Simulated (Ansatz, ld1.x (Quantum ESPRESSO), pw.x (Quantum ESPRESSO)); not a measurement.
What a changed setting does to a pw.x run (diamond Ir)

Potential: norm-conserving Troullier–Martins (Kleinman–Bylander form), ld1.x (Quantum ESPRESSO) 7.5, PBE; core [Xe] 4f14, reference 5d7 6s2 6p0; waves: 6p (bound, empty): rc 2.35 bohr; 5d (bound): rc 2.00 bohr; 5f channel at 0.35 Ry: rc 1.85 bohr; 6s (bound): rc 2.20 bohr; local part: the s channel; core correction: none.

The reference run (k-mesh 8³, cutoffs 55/220 Ry, Fermi–Dirac 0.01 Ry, mixing_beta 0.4, conv_thr 1e-9, no spin) gives 2.03 GPa at 21.558 Å³/atom, where all-electron LAPW gives 0.45 GPa. This run, with its own iteration cap, changes nspin = 2 with starting_magnetization to 0.5.

```
&control
  calculation='scf', prefix='x', pseudo_dir='./', outdir='./tmp', tstress=.true., disk_io='none'
/
&system
  ibrav=0, nat=2, ntyp=1, ecutwfc=55, ecutrho=220, nbnd=17,
  occupations='smearing', smearing='fd', degauss=0.01, nspin=2, starting_magnetization(1)=0.5
/
&electrons
  conv_thr=1e-09, mixing_beta=0.4, electron_maxstep=50
/
ATOMIC_SPECIES
Ir 1.0 Ir.UPF
CELL_PARAMETERS angstrom
  0.00000000 2.78314707 2.78314707
  2.78314707 0.00000000 2.78314707
  2.78314707 2.78314707 0.00000000
ATOMIC_POSITIONS crystal
Ir 0.0000 0.0000 0.0000
Ir 0.2500 0.2500 0.2500
K_POINTS automatic
8 8 8 0 0 0
```

```bash
pw.x < Ir.scf.in > Ir.scf.out
```

Q: How does the run end?

A: It converges in 13 iterations; the free energy moves by +0.0 meV/atom and the pressure by +0.00 GPa. The result is that of the reference run.

```
Message from routine setup:
     using ibrav=0 with symmetry is DISCOURAGED, use correct ibrav instead
     lattice parameter (alat)  =       7.4379  a.u.
     unit-cell volume          =     290.9612 (a.u.)^3
     number of electrons       =        18.00
     number of Kohn-Sham states=           17
     kinetic-energy cutoff     =      55.0000  Ry
     charge density cutoff     =     220.0000  Ry
     scf convergence threshold =      1.0E-09
     Exchange-correlation= PBE
     atomic species   magnetization
     number of k points=    29  Fermi-Dirac smearing, width (Ry)=  0.0100
     iteration #  1     ecut=    55.00 Ry     beta= 0.40
     total energy              =     -80.97565968 Ry
     estimated scf accuracy    <       0.07908636 Ry
     total magnetization       =     3.85 Bohr mag/cell
     absolute magnetization    =     3.85 Bohr mag/cell
     iteration #  2     ecut=    55.00 Ry     beta= 0.40
     total energy              =     -81.07561794 Ry
     estimated scf accuracy    <       0.03812596 Ry
     total magnetization       =     3.17 Bohr mag/cell
     absolute magnetization    =     3.17 Bohr mag/cell
     iteration #  3     ecut=    55.00 Ry     beta= 0.40
     total energy              =     -81.13033379 Ry
     estimated scf accuracy    <       0.01465516 Ry
     total magnetization       =     1.96 Bohr mag/cell
     absolute magnetization    =     1.98 Bohr mag/cell
     [... 7 iterations left out ...]
     iteration # 11     ecut=    55.00 Ry     beta= 0.40
     total energy              =     -81.17168395 Ry
     estimated scf accuracy    <       0.00000019 Ry
     total magnetization       =     0.00 Bohr mag/cell
     absolute magnetization    =     0.00 Bohr mag/cell
     iteration # 12     ecut=    55.00 Ry     beta= 0.40
     total energy              =     -81.17168428 Ry
     estimated scf accuracy    <       0.00000003 Ry
     total magnetization       =     0.00 Bohr mag/cell
     absolute magnetization    =     0.00 Bohr mag/cell
     iteration # 13     ecut=    55.00 Ry     beta= 0.40
     the Fermi energy is    11.2017 ev
!    total energy              =     -81.17168429 Ry
     estimated scf accuracy    <          3.4E-10 Ry
     smearing contrib. (-TS)   =      -0.00922917 Ry
     The total energy is F=E-TS. E is the sum of the following terms:
     one-electron contribution =       4.25448581 Ry
     hartree contribution      =      12.57753370 Ry
     xc contribution           =     -15.03219266 Ry
     ewald contribution        =     -82.96228197 Ry
     total magnetization       =    -0.00 Bohr mag/cell
     absolute magnetization    =     0.00 Bohr mag/cell
     convergence has been achieved in  13 iterations
          total   stress  (Ry/bohr**3)                   (kbar)     P=       20.27
     Message from routine punch:
     Nothing written, as per user request (disk_io='none')
```

The run took about 46 s on one core of a shared host (Neoverse-V1, 32 threads, 247 GiB, load 44).
